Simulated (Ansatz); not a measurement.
CaO, CsCl type was relaxed with r2SCAN, strained in 3 ways (changes of length per length), its atoms relaxed again with r2SCAN, and run with PBE in Ansatz 0.2.0. Note: simulated data, non-magnetic, for a generated structure that need not be the stable one.

Uniaxial +3.14 % along x, other directions held. Input:
```yaml
crystal:
  lattice:
    - [2.9943697263, 0.0, 0.0]
    - [0.0, 2.9032089648, 0.0]
    - [0.0, 0.0, 2.9032089648]
  atoms:
    - { symbol: Ca, position: [0.0, 0.0, 0.0] }
    - { symbol: O, position: [0.5, 0.5, 0.5] }
kpoints:
  mp_grid: { grid: [8, 8, 8] }
  band_path:
    path: [[0.0, 0.0, 0.0], [0.0, 0.5, 0.0], [0.5, 0.5, 0.0], [0.5, 0.5, 0.5]]
    npoints: 1
hamiltonian:
  xc: pbe
scf:
  occupations: { method: fermi_dirac, width: 0.02 }
  n_extra_bands: 4
output:
  forces: true
  stress: true
  eigenvalues: true
```

Main results, then levels in eV from the Fermi energy at the points of the path (names of the unstrained zone, bands numbered from 0):
```
Crystal: 2 atoms, lattice volume = 25.238 Å³
Basis set: ecut = 420 eV, 471 PW (Γ)
Symmetry: 16 space group operations
Space group: P4/mmm (ITA 123)
k-points: 75 of 512
Free energy (F): -2386.721615 eV
Fermi energy:    11.279708 eV
--- Stress (GPa, compression-positive) ---
       -7.684384       0.000000       0.000000
        0.000000       4.009161       0.000000
        0.000000       0.000000       4.009161
  P = ⅓ Tr σ = 0.1113 GPa (1.113 kbar)
```
```tsv
point	band_3	band_4	band_5	band_6	band_7	band_8	band_9	band_10
Γ	-21.275	-17.769	-1.910	-1.635	-1.635	1.340	1.340	3.480
X	-21.154	-16.670	-5.121	-2.404	-2.037	2.361	5.693	6.432
M	-21.081	-17.126	-3.563	-3.485	-1.340	2.315	3.354	5.025
R	-21.846	-16.603	-4.738	-4.697	-4.697	6.121	6.397	6.397
```

The PBE gap is indirect, 2.68 eV (M to Γ), below the direct gap of 2.97 eV at Γ. At this geometry PBE finds +0.11 GPa, compression counted positive: its own equilibrium volume is larger.

Question: Uniaxial +1.47 % along [111], other directions held gives these blocks instead:
```yaml
crystal:
  lattice:
    - [2.9174346887, 0.0142257239, 0.0142257239]
    - [0.0142257239, 2.9174346887, 0.0142257239]
    - [0.0142257239, 0.0142257239, 2.9174346887]
  atoms:
    - { symbol: Ca, position: [0.0, 0.0, 0.0] }
    - { symbol: O, position: [0.5, 0.5, 0.5] }
```
What comes out?

Answer:
```
Crystal: 2 atoms, lattice volume = 24.830 Å³
Basis set: ecut = 420 eV, 467 PW (Γ)
Symmetry: 12 space group operations
Space group: R-3m (ITA 166)
k-points: 65 of 512
Free energy (F): -2386.738303 eV
Fermi energy:    11.455871 eV
--- Stress (GPa, compression-positive) ---
        1.931634       0.123087       0.123087
        0.123087       1.931634       0.123087
        0.123087       0.123087       1.931634
  P = ⅓ Tr σ = 1.9316 GPa (19.316 kbar)
```
```tsv
point	band_3	band_4	band_5	band_6	band_7	band_8	band_9	band_10
Γ	-21.189	-17.787	-1.704	-1.704	-1.690	1.386	1.386	3.680
X	-21.067	-16.638	-5.150	-2.212	-2.133	2.360	5.698	6.610
M	-20.973	-17.111	-3.521	-3.477	-1.394	2.476	3.310	5.135
R	-21.885	-16.594	-4.767	-4.747	-4.747	6.363	6.517	6.517
```
The PBE gap is indirect, 2.78 eV (M to Γ), below the direct gap of 3.08 eV at Γ. The mean pressure is +1.93 GPa (compression positive), so PBE would enlarge the cell's volume.

Question: Biaxial +2.38 % in x and y, z held gives these blocks instead:
```yaml
crystal:
  lattice:
    - [2.9723053381, 0.0, 0.0]
    - [0.0, 2.9723053381, 0.0]
    - [0.0, 0.0, 2.9032089648]
  atoms:
    - { symbol: Ca, position: [0.0, 0.0, 0.0] }
    - { symbol: O, position: [0.5, 0.5, 0.5] }
```
What comes out?

Answer:
```
Crystal: 2 atoms, lattice volume = 25.649 Å³
Basis set: ecut = 420 eV, 477 PW (Γ)
Symmetry: 16 space group operations
Space group: P4/mmm (ITA 123)
k-points: 75 of 512
Free energy (F): -2386.727771 eV
Fermi energy:    11.092000 eV
--- Stress (GPa, compression-positive) ---
       -4.459414       0.000000       0.000000
        0.000000      -4.459414       0.000000
        0.000000       0.000000       4.221497
  P = ⅓ Tr σ = -1.5658 GPa (-15.658 kbar)
```
```tsv
point	band_3	band_4	band_5	band_6	band_7	band_8	band_9	band_10
Γ	-21.340	-17.738	-1.816	-1.816	-1.605	1.325	1.343	3.282
X	-21.242	-16.709	-5.115	-2.285	-2.008	2.215	5.373	6.482
M	-21.163	-17.124	-3.530	-3.530	-1.318	2.217	3.363	5.139
R	-21.974	-16.606	-4.670	-4.670	-4.644	6.123	6.123	6.332
```
The PBE gap is indirect, 2.64 eV (M to Γ), below the direct gap of 2.93 eV at Γ. The mean pressure at these positions is -1.57 GPa, compression counted positive.
